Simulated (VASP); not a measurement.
# TlBr (Pm-3m) in VASP: settings compared

Aim: see how the results for TlBr move with the level of theory and the settings. Levels: HSE06, PBE. Tasks: single point.

All numbers are computed with VASP 6.6.1; they aren't measurements. Logs are shortened: lines on timing, memory, paths and dates and some standing lists are left out, and cuts for length are marked.

### Step 1. The cell of the first run

The structure is cubic, space group Pm-3m (No. 221). Conventional cell: a = 3.961 Å, b = 3.961 Å, c = 3.961 Å, α = 90.00°, β = 90.00°, γ = 90.00°. Around Tl (site symmetry m-3m) lie 8 Br at 3.43 Å. Br (site symmetry m-3m) has 8 Tl at 3.43 Å as nearest neighbours.

The cell was built by a generator and needn't be a form met in nature.

### Step 2. Single point, HSE06 (hydrostatic strain -0.8%)

Input file POSCAR:

```
TlBr
1.0
    3.9613511097      0.0000000000      0.0000000000
    0.0000000000      3.9613511097      0.0000000000
    0.0000000000      0.0000000000      3.9613511097
Tl Br
1 1
Direct
    0.0000000000      0.0000000000      0.0000000000
    0.5000000000      0.5000000000      0.5000000000
```

Input file INCAR.step1:

```
PREC = Accurate
ENCUT = 520
EDIFF = 1E-5
ISMEAR = 0
SIGMA = 0.01
LREAL = F
LASPH = T
NELM = 100
ALGO = Normal
ISIF = 2
LWAVE = T
LCHARG = F
GGA = PE
NBANDS = 17
```

Input file INCAR.step2:

```
PREC = Accurate
ENCUT = 520
EDIFF = 1E-6
ISMEAR = 0
SIGMA = 0.01
LREAL = F
LASPH = T
NELM = 100
ALGO = Normal
ISIF = 2
LWAVE = F
LCHARG = F
GGA = PE
LHFCALC = T
HFSCREEN = 0.2079
PRECFOCK = Normal
ISTART = 1
NBANDS = 17
```

Input file KPOINTS:

```
regular mesh
0
Gamma
  4 4 4
```

Potentials or basis: VASP PAW PBE potentials, release 64 (Tl_d, Br).

The run is started by

```bash
> cat potpaw_PBE.64/Tl_d/POTCAR potpaw_PBE.64/Br/POTCAR > POTCAR
> cp INCAR.step1 INCAR
> mpirun -np 1 vasp_std > vasp.out
> cp INCAR.step2 INCAR
> mpirun -np 1 vasp_std > vasp.out
```

OUTCAR:

```text
PREC = Accurate
   ENCUT = 520
   EDIFF = 1E-6
   ISMEAR = 0
   LREAL = F
   LASPH = T
   NELM = 100
   ISIF = 2
   GGA = PE
   LHFCALC = T
   HFSCREEN = 0.2079
   PRECFOCK = Normal
   ISTART = 1

 ion  position               nearest neighbor table
   1  0.000  0.000  0.000-   2 3.43   2 3.43   2 3.43   2 3.43   2 3.43   2 3.43   2 3.43   2 3.43

   2  0.500  0.500  0.500-   1 3.43   1 3.43   1 3.43   1 3.43   1 3.43   1 3.43   1 3.43   1 3.43

  LATTYP: Found a simple cubic cell.
 ALAT       =     3.9613511097

  Lattice vectors:

 A1 = (   3.9613511097,   0.0000000000,   0.0000000000)
 A2 = (   0.0000000000,   3.9613511097,   0.0000000000)
 A3 = (   0.0000000000,   0.0000000000,   3.9613511097)

Analysis of symmetry for initial positions (statically):
=====================================================================
 Subroutine PRICEL returns:
 Original cell was already a primitive cell.

 Routine SETGRP: Setting up the symmetry group for a
 simple cubic supercell.

 Subroutine GETGRP returns: Found 48 space group operations
 (whereof 48 operations were pure point group operations)
 out of a pool of 48 trial point group operations.

The static configuration has the point symmetry O_h .

Analysis of symmetry for dynamics (positions and initial velocities):
=====================================================================
 Subroutine PRICEL returns:
 Original cell was already a primitive cell.

 Routine SETGRP: Setting up the symmetry group for a
 simple cubic supercell.

 Subroutine GETGRP returns: Found 48 space group operations
 (whereof 48 operations were pure point group operations)
 out of a pool of 48 trial point group operations.

The dynamic configuration has the point symmetry O_h .

 Subroutine INISYM returns: Found 48 space group operations
 (whereof 48 operations are pure point group operations),
 and found     1 'primitive' translations

----------------------------------------------------------------------------------------

                                     Primitive cell

  volume of cell :      62.1627

  direct lattice vectors                    reciprocal lattice vectors
     3.961351110  0.000000000  0.000000000     0.252439123  0.000000000  0.000000000
     0.000000000  3.961351110  0.000000000     0.000000000  0.252439123  0.000000000
     0.000000000  0.000000000  3.961351110     0.000000000  0.000000000  0.252439123

  length of vectors
     3.961351110  3.961351110  3.961351110     0.252439123  0.252439123  0.252439123

  position of ions in fractional coordinates (direct lattice)
     0.000000000  0.000000000  0.000000000
     0.500000000  0.500000000  0.500000000

  ion indices of the primitive-cell ions
   primitive index   ion index
                 1           1
                 2           2

----------------------------------------------------------------------------------------

 KPOINTS: regular mesh

Automatic generation of k-mesh.
 Grid dimensions read from file:
 generate k-points for:    4    4    4

 Generating k-lattice:

  Cartesian coordinates                     Fractional coordinates (reciprocal lattice)
     0.063109781  0.000000000  0.000000000     0.250000000  0.000000000  0.000000000
     0.000000000  0.063109781  0.000000000     0.000000000  0.250000000  0.000000000
     0.000000000  0.000000000  0.063109781     0.000000000  0.000000000  0.250000000

  Length of vectors
     0.063109781  0.063109781  0.063109781

  Shift w.r.t. Gamma in fractional coordinates (k-lattice)
     0.000000000  0.000000000  0.000000000

 Subroutine IBZKPT returns following result:
 ===========================================

 Found     10 irreducible k-points:

 Following reciprocal coordinates:
            Coordinates               Weight
  0.000000  0.000000  0.000000      1.000000
  0.250000  0.000000  0.000000      6.000000
  0.500000  0.000000  0.000000      3.000000
  0.250000  0.250000  0.000000     12.000000
  0.500000  0.250000  0.000000     12.000000
  0.500000  0.500000  0.000000      3.000000
  0.250000  0.250000  0.250000      8.000000
  0.500000  0.250000  0.250000     12.000000
  0.500000  0.500000  0.250000      6.000000
  0.500000  0.500000  0.500000      1.000000
   k-points           NKPTS =     10   k-points in BZ     NKDIM =     64   number of bands    NBANDS=     17
   number of dos      NEDOS =    301   number of ions     NIONS =      2
   total plane-waves  NPLWV =  27000
   dimension x,y,z NGX =    30 NGY =   30 NGZ =   30
   dimension x,y,z NGXF=    60 NGYF=   60 NGZF=   60
   ions per type =               1   1
   NGX,Y,Z   is equivalent  to a cutoff of  12.59, 12.59, 12.59 a.u.
   NGXF,Y,Z  is equivalent  to a cutoff of  25.18, 25.18, 25.18 a.u.
 SYSTEM =  unknown system
   PREC   = accura    normal or accurate (medium, high low for compatibility)
   ISTART =      1    job   : 0-new  1-cont  2-samecut
   ICHARG =      0    charge: 1-file 2-atom 10-const
   ISPIN  =      1    spin polarized calculation?
   LNONCOLLINEAR =      F non collinear calculations
   LSORBIT =      F    spin-orbit coupling
   LASPH  =      T    aspherical Exc in radial PAW
   ENCUT  =  520.0 eV  38.22 Ry    6.18 a.u.   7.37  7.37  7.37*2*pi/ulx,y,z
   NELM   =    100;   NELMIN=  2; NELMDL=  0     # of ELM steps
   EDIFF  = 0.1E-05   stopping-criterion for ELM
   LREAL  =      F    real-space projection
   EDIFFG = 0.1E-04   stopping-criterion for IOM
   NSW    =      0    number of steps for IOM
   IBRION =     -1    ionic relax: 0-MD 1-quasi-New 2-CG
   NFREE  =      0    steps in history (QN), initial steepest desc. (CG)
   ISIF   =      2    stress and relaxation
   ISYM   =      3    0-nonsym 1-usesym 2-fastsym
   POTIM  = 0.5000    time-step for ionic-motion
   TEBEG  =    0.0;   TEEND  =   0.0 temperature during run
   PSTRESS=    0.0 pullay stress
   NELECT =      20.0000    total number of electrons
   NUPDOWN=      -1.0000    fix difference up-down
   EMIN   =  10.00;   EMAX   =-10.00  energy-range for DOS
   EFERMI =   0.00;   METHOD = LEGACY
   ISMEAR =     0;   SIGMA  =   0.01  broadening in eV -4-tet -1-fermi 0-gaus
   EFERMI_NEDOS =   21; number of points for ismear=-14 and -15
   IALGO  =     38    algorithm
   IMIX   =      1    mixing-type and parameters
     AMIX     =   0.40;   BMIX     =  1.00
     AMIX_MAG =   1.60;   BMIX_MAG =  1.00
  volume/ion in A,a.u.               =      31.08       209.75
  Fermi-wavevector in a.u.,A,eV,Ry     =   1.121781  2.119859 17.121477  1.258393
  Thomas-Fermi vector in A             =   2.258437
   LORBIT       =      0    0 simple, 1 ext, 2 COOP (PROOUT), +10 PAW based schemes
   GGA     = PE    functional components
   LHFCALC =     T    Hartree Fock is set to
   PRECFOCK=normal    Normal, Fast or Accurate (Low or Medium for compatibility)
   ENCUT4O =  -1.0   cutoff for four orbital integrals eV
   NKREDX  =     1    reduce k-point grid by
   NKREDY  =     1    reduce k-point grid by
   NKREDZ  =     1    reduce k-point grid by
   AEXX    =    0.2500 exact exchange contribution
   HFSCREEN=    0.2079 screening length (either q_TF or 0.3 A-1)
   HFSCREENC=   0.2079 screening length for correlation (either q_TF or 0.3 A-1)
   ENCUTFOCK=  -1.0 apply spherical cutoff to Coloumb kernel
   IVDW    =     0    specifies the selected vdW correction
   LEPSILON=     F    determine dielectric tensor
   LRPA    =     F    only Hartree local field effects (RPA)
 non-spin polarized calculation
 Gauss-broadening in eV      SIGMA  =   0.01
  energy-cutoff  :      520.00
  volume of cell :       62.16
 maximum number of plane-waves:      1743
 NGX is ok and might be reduce to    30
  NGX = 24; NGY = 24; NGZ = 24

 number of electron      20.0000003 magnetization

 Free energy of the ion-electron system (eV)
  ---------------------------------------------------
  ext. energy  EPLUGINS =         0.00000000
  ---------------------------------------------------
  free energy    TOTEN  =        -6.57146548 eV

  energy without entropy =       -6.57146548  energy(sigma->0) =       -6.57146548

 E-fermi :   2.1063     XC(G=0):  -7.5111

 val. band max:        2.0480390410   @ k =   0.5000   0.0000   0.0000
 cond. band min:       4.5539436355   @ k =   0.5000   0.0000   0.0000
 fundamental gap:      2.5059045945
 Fermi energy:         2.1062526116

 k-point     1 :       0.0000    0.0000    0.0000
  band No.  band energies     occupation
      1     -13.1578      2.00000
      2      -9.4281      2.00000
      3      -9.4281      2.00000
      4      -9.2515      2.00000
      5      -9.2515      2.00000
      6      -9.2515      2.00000
[... 9 lines left out ...]
     16      14.4874      0.00000
     17      16.6803      0.00000

 k-point     2 :       0.2500    0.0000    0.0000
  band No.  band energies     occupation
      1     -13.0237      2.00000
      2      -9.4228      2.00000
      3      -9.3599      2.00000
      4      -9.2839      2.00000
      5      -9.2839      2.00000
      6      -9.2487      2.00000
[... 9 lines left out ...]
     16      15.1380      0.00000
     17      16.4487      0.00000

 k-point     3 :       0.5000    0.0000    0.0000
  band No.  band energies     occupation
      1     -12.8796      2.00000
      2      -9.4175      2.00000
      3      -9.3159      2.00000
      4      -9.3159      2.00000
      5      -9.2952      2.00000
      6      -9.2460      2.00000
[... 9 lines left out ...]
     16      16.5155      0.00000
     17      16.7831      0.00000

 k-point     4 :       0.2500    0.2500    0.0000
  band No.  band energies     occupation
      1     -12.9219      2.00000
      2      -9.3883      2.00000
      3      -9.3157      2.00000
      4      -9.2851      2.00000
      5      -9.2813      2.00000
      6      -9.2738      2.00000
[... 9 lines left out ...]
     16      13.9842      0.00000
     17      14.4588      0.00000

 k-point     5 :       0.5000    0.2500    0.0000
  band No.  band energies     occupation
      1     -12.8155      2.00000
      2      -9.3751      2.00000
      3      -9.3060      2.00000
      4      -9.2810      2.00000
      5      -9.2711      2.00000
      6      -9.2515      2.00000
[... 9 lines left out ...]
     16      14.5517      0.00000
     17      15.2589      0.00000

 k-point     6 :       0.5000    0.5000    0.0000
  band No.  band energies     occupation
      1     -12.7503      2.00000
      2      -9.3515      2.00000
      3      -9.2961      2.00000
      4      -9.2961      2.00000
      5      -9.2385      2.00000
      6      -9.1903      2.00000
[... 9 lines left out ...]
     16      13.5445      0.00000
     17      13.5445      0.00000

 k-point     7 :       0.2500    0.2500    0.2500
  band No.  band energies     occupation
      1     -12.8282      2.00000
      2      -9.3202      2.00000
      3      -9.3201      2.00000
      4      -9.3054      2.00000
      5      -9.3054      2.00000
      6      -9.2577      2.00000
[... 9 lines left out ...]
     16      14.2503      0.00000
     17      16.8727      0.00000

 k-point     8 :       0.5000    0.2500    0.2500
  band No.  band energies     occupation
      1     -12.7303      2.00000
      2      -9.3545      2.00000
      3      -9.3099      2.00000
      4      -9.3063      2.00000
      5      -9.2676      2.00000
      6      -9.2347      2.00000
[... 9 lines left out ...]
     16      14.1284      0.00000
     17      17.5884      0.00000

 k-point     9 :       0.5000    0.5000    0.2500
  band No.  band energies     occupation
      1     -12.6414      2.00000
      2      -9.3464      2.00000
      3      -9.3464      2.00000
      4      -9.3122      2.00000
      5      -9.2691      2.00000
      6      -9.1886      2.00000
[... 9 lines left out ...]
     16      15.0255      0.00000
     17      18.0773      0.00000

 k-point    10 :       0.5000    0.5000    0.5000
  band No.  band energies     occupation
      1     -12.5240      2.00000
      2      -9.3950      2.00000
      3      -9.3950      2.00000
      4      -9.3950      2.00000
      5      -9.1869      2.00000
      6      -9.1869      2.00000
[... 9 lines left out ...]
     16      16.1223      0.00000
     17      19.7212      0.00000

------------------------ aborting loop because EDIFF is reached ----------------------------------------

  FORCE on cell =-STRESS in cart. coord.  units (eV):
  Direction    XX          YY          ZZ          XY          YZ          ZX
  --------------------------------------------------------------------------------------
  -------------------------------------------------------------------------------------
  Total        0.5236078      0.5236078      0.5236078      0.0000000      0.0000000     -0.0000000
  in kB       13.4954273     13.4954273     13.4954273      0.0000000      0.0000000     -0.0000000
  external PRESSURE =      13.4954273 kB  Pullay stress =       0.0000000 kB

 VOLUME and BASIS-vectors are now :
 -----------------------------------------------------------------------------
  energy-cutoff  :      520.00
  volume of cell :       62.16
      direct lattice vectors                 reciprocal lattice vectors
     3.961351110  0.000000000  0.000000000     0.252439123  0.000000000  0.000000000
     0.000000000  3.961351110  0.000000000     0.000000000  0.252439123  0.000000000
     0.000000000  0.000000000  3.961351110     0.000000000  0.000000000  0.252439123

 POSITION                                       TOTAL-FORCE (eV/Angst)
 -----------------------------------------------------------------------------------
      0.00000      0.00000      0.00000         0.000000      0.000000      0.000000
      1.98068      1.98068      1.98068         0.000000      0.000000      0.000000
 -----------------------------------------------------------------------------------
    total drift:                               -0.000002     -0.000002     -0.000002

  FREE ENERGIE OF THE ION-ELECTRON SYSTEM (eV)
  ---------------------------------------------------
  free  energy   TOTEN  =        -6.5714654766 eV

  energy  without entropy=       -6.5714654766  energy(sigma->0) =       -6.57146548
```

It took 6.3 min on 1 thread of Intel Xeon Platinum 8559C (Emerald Rapids), shared host; peak memory 0.27 GiB.

Results:

- Free energy: -6.5715 eV
- Pressure: 1.3 GPa
- Band gap on the k mesh: 2.51 eV, direct

Levels at points of the mesh, in eV from the valence-band top:
| k point | band 6 | band 7 | band 8 | band 9 | band 10 | band 11 | band 12 | band 13 | band 14 | band 15 |
| --- | --- | --- | --- | --- | --- | --- | --- | --- | --- | --- |
| (0.00, 0.00, 0.00) | -11.30 | -4.87 | -1.68 | -1.68 | -1.68 | 7.78 | 7.78 | 8.34 | 8.34 | 8.34 |
| (0.50, 0.00, 0.00) | -11.29 | -6.11 | -1.14 | -1.14 | 0.00 | 2.51 | 6.68 | 6.68 | 8.83 | 11.36 |
| (0.50, 0.50, 0.00) | -11.24 | -3.89 | -3.45 | -3.45 | -1.04 | 5.75 | 5.75 | 8.52 | 8.57 | 11.41 |
| (0.50, 0.50, 0.50) | -11.23 | -2.74 | -2.39 | -2.39 | -2.39 | 2.76 | 2.76 | 2.76 | 14.07 | 14.07 |

Caveat: the PAW data sets were made with another functional, which shifts forces and pressure a little; spin-orbit coupling is left out, which as a rule narrows the gap of such compounds by several tenths of an eV.

### Step 3. Single point, PBE (uniaxial_x strain -0.9%)

Input file INCAR:

```
PREC = Accurate
ENCUT = 520
EDIFF = 1E-7
ISMEAR = -1
SIGMA = 0.02
LREAL = False
LASPH = True
NELM = 100
ALGO = Normal
ISIF = 2
LWAVE = False
LCHARG = False
GGA = PE
NBANDS = 17
```

Input file KPOINTS:

```
Automatic mesh
0
Gamma
  6 6 6
```

Input file POSCAR:

```
TlBr
1.0
    3.9609516189      0.0000000000      0.0000000000
    0.0000000000      3.9949083398      0.0000000000
    0.0000000000      0.0000000000      3.9949083398
Tl Br
1 1
Direct
    0.0000000000      0.0000000000      0.0000000000
    0.5000000000      0.5000000000      0.5000000000
```

Potentials or basis: VASP PAW PBE potentials, release 64 (Tl_d, Br).

The run is started by

```bash
> cat potpaw_PBE.64/Tl_d/POTCAR potpaw_PBE.64/Br/POTCAR > POTCAR
> mpirun -np 1 vasp_std > vasp.out
```

It took 26 s on 1 thread of Intel Xeon Platinum 8559C (Emerald Rapids), shared host; peak memory 0.19 GiB.

The run converged. Its results:

| Quantity | Value |
| --- | --- |
| Free energy | -5.5331 eV |
| Pressure | 1.1 GPa |
| Band gap on the k mesh | 1.83 eV, indirect (least direct gap 1.85 eV) |

Stress tensor (GPa, compression positive):
```
1.28 0.00 0.00
0.00 1.06 0.00
0.00 0.00 1.06
```

Levels at points of the mesh, in eV from the valence-band top:
| k point | band 6 | band 7 | band 8 | band 9 | band 10 | band 11 | band 12 | band 13 | band 14 | band 15 |
| --- | --- | --- | --- | --- | --- | --- | --- | --- | --- | --- |
| (0.00, 0.00, 0.00) | -9.93 | -4.65 | -1.32 | -1.32 | -1.25 | 6.98 | 7.05 | 7.19 | 7.19 | 7.27 |
| (0.50, 0.00, 0.00) | -9.93 | -5.50 | -0.81 | -0.81 | -0.02 | 1.83 | 5.75 | 5.75 | 8.00 | 10.40 |
| (0.00, 0.50, 0.00) | -9.93 | -5.54 | -0.82 | -0.77 | 0.00 | 1.88 | 5.70 | 5.84 | 8.02 | 10.42 |
| (0.50, 0.50, 0.00) | -9.88 | -3.73 | -2.92 | -2.91 | -0.73 | 4.80 | 4.88 | 7.34 | 7.67 | 10.29 |
| (0.00, 0.50, 0.50) | -9.88 | -3.78 | -2.92 | -2.92 | -0.69 | 4.90 | 4.90 | 7.43 | 7.73 | 10.41 |
| (0.50, 0.50, 0.50) | -9.88 | -2.76 | -1.93 | -1.91 | -1.91 | 2.11 | 2.17 | 2.17 | 12.75 | 12.75 |

Caveat: spin-orbit coupling is left out, which as a rule narrows the gap of such compounds by several tenths of an eV.
